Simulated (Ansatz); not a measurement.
Input and command of a calculation in Ansatz (plane waves; scalar-relativistic PAW potentials unless the input names others):

```yaml
crystal:
  lattice:
    - [4.2538458108, 0.0, 0.0]
    - [0.0, -4.2538458108, 0.0]
    - [0.0, 0.0, -4.2538458108]
  atoms:
    - { symbol: Mg, position: [0.0498682942, 0.0498682942, 0.0] }
    - { symbol: Mg, position: [0.5, 0.5, 0.0] }
    - { symbol: Mg, position: [0.5, 0.0, 0.5] }
    - { symbol: Mg, position: [0.0, 0.5, 0.5] }
    - { symbol: O, position: [0.5, 0.0, 0.0] }
    - { symbol: O, position: [0.0, 0.5, 0.0] }
    - { symbol: O, position: [0.0, 0.0, 0.5] }
    - { symbol: O, position: [0.5, 0.5, 0.5] }
kpoints:
  mp_grid: { grid: [6, 6, 6] }
hamiltonian:
  xc: rpbe
scf:
  occupations: { method: gaussian, width: 0.05 }
  mixing: { algorithm: anderson, beta: 0.3, ndim: 16 }
output:
  forces: true
  eigenvalues: true
  stress: true
```

```bash
ansatz run input.yaml --threads 1 --pin off --max-ram 2560MiB --backend cpu --events-out ev --progress --plain --runs-dir out
```

Abridged log:
```
Basis set: ecut = 420 eV, 1503 PW (Γ), exchange–correlation on 60×60×60 points (8 copies of the dense FFT grid, shifted against one another)
Bands: 40, of which v1, the nominal top of the filled ones, is band 32 counted from 1 (31 counted from 0)
Symmetry: 4 space group operations
k-points: 52 of 216 (time reversal used)
SCF iter   1: F=—  HF=-9993.887058 eV  |F-HF|=—  |Δ(HF+E_count)|=         —  Δρ=4.98e-3  dr2=1.54e-2  ethr=1.77e-3  ⟨swp⟩=6.1  Hψ=8705  notcnv=0  defer=6
SCF iter   2: F=—  HF=-9993.882241 eV  |F-HF|=—  |Δ(HF+E_count)|=   4.82e-3  Δρ=2.57e-3  dr2=2.16e-3  ethr=2.41e-5  ⟨swp⟩=2.2  Hψ=3153  notcnv=0  defer=54  κ⁻¹=1.0e0(r=1)
SCF iter   3: F=—  HF=-9993.881678 eV  |F-HF|=—  |Δ(HF+E_count)|=   5.63e-4  Δρ=1.46e-3  dr2=5.81e-4  ethr=3.37e-6  ⟨swp⟩=2.0  Hψ=3506  notcnv=0  defer=22  κ⁻¹=1.1e-2(r=2)
automatic band count: iteration 3 solves 39 bands in place of 40: the levels show a gap, and the empty bands left out lie too high to hold charge; the band table lists the bands solved (type scf.n_extra_bands for more)
SCF iter   4: F=—  HF=-9993.881651 eV  |F-HF|=—  |Δ(HF+E_count)|=   2.64e-5  Δρ=2.52e-4  dr2=2.08e-5  ethr=9.07e-7  ⟨swp⟩=2.0  Hψ=2771  notcnv=0  defer=22  κ⁻¹=6.9e-5(r=3)
SCF iter   5: F=—  HF=-9993.879306 eV  |F-HF|=—  |Δ(HF+E_count)|=   2.35e-3  Δρ=5.41e-5  dr2=9.36e-7  ethr=3.25e-8  ⟨swp⟩=2.0  Hψ=3603  notcnv=0  defer=22  κ⁻¹=9.5e-6(r=4)
SCF iter   6: F=—  HF=-9993.879306 eV  |F-HF|=—  |Δ(HF+E_count)|=   1.02e-7  Δρ=2.35e-5  dr2=1.01e-7  ethr=1.56e-10  ⟨swp⟩=7.7  Hψ=8869  notcnv=0  κ⁻¹=3.0e-6(r=5)
SCF iter   7: F=-9993.879307 eV  HF=-9993.879307 eV  |F-HF|=8.57e-8  |Δ(HF+E_count)|=   4.35e-7  Δρ=1.00e-5  dr2=1.83e-8  ethr=1.56e-10  ⟨swp⟩=4.8  Hψ=7039  notcnv=0
SCF 1 converged in 7 iterations: F = -9993.879307 eV  dr2 = 1.83e-8
SCF converged after 7 iterations
Stability not checked: this state was not tested for a lower state beside it, because the mixer in use, unlike msr1, does not test its closes by its own steps (another_mixer; see scf.mixing.algorithm and scf.lower_state_search)
Free energy (F): -9993.879307 eV
Harris-Foulkes:  -9993.879307 eV  (|F-HF|=8.57e-8)
Internal energy: -9993.879307 eV  (E = F + TS)
E sigma→0 (E₀):  -9993.879307 eV
Fermi energy:    10.201816 eV
--- Forces (eV/Å), atoms counted from 1 ---
  atom   1  Mg    -2.15601811     2.15601811     0.00000000
  atom   2  Mg     0.57929412    -0.57929412     0.00000000
  atom   3  Mg     0.50897646     0.15736693     0.00000000
  atom   4  Mg    -0.15736693    -0.50897646     0.00000000
  atom   5  O      0.75996109    -0.22325198     0.00000000
  atom   6  O      0.22325198    -0.75996109     0.00000000
  atom   7  O      0.29956593    -0.29956593     0.00000000
  atom   8  O     -0.05760100     0.05760100     0.00000000
--- Stress (GPa, compression-positive) ---
        8.287432       0.202430       0.000000
        0.202430       8.287432       0.000000
        0.000000       0.000000       4.862991
  P = ⅓ Tr σ = 7.1460 GPa (71.460 kbar)
```

Apart from outputs and empty bands, the input differs from a reference run on usual settings in hamiltonian.xc: "pbe" → "rpbe"; scf.mixing.algorithm: not typed → "anderson"; scf.mixing.beta: not typed → 0.3; scf.mixing.ndim: not typed → 16; basis.ecutwfc: 420 → not typed. The reference, at the same geometry (not necessarily relaxed), gave pressure 2.44 GPa, largest force 2.957 eV/Å, gap on the mesh 4.45 eV. This run converged in 7 SCF iterations (reference: 6) with a total energy on another zero, pressure 7.15 GPa, largest force 3.049 eV/Å, gap on the mesh 4.56 eV.

It took 23 s on 1 thread of Arm Neoverse N1, with other jobs on the host, peak memory 0.35 GiB.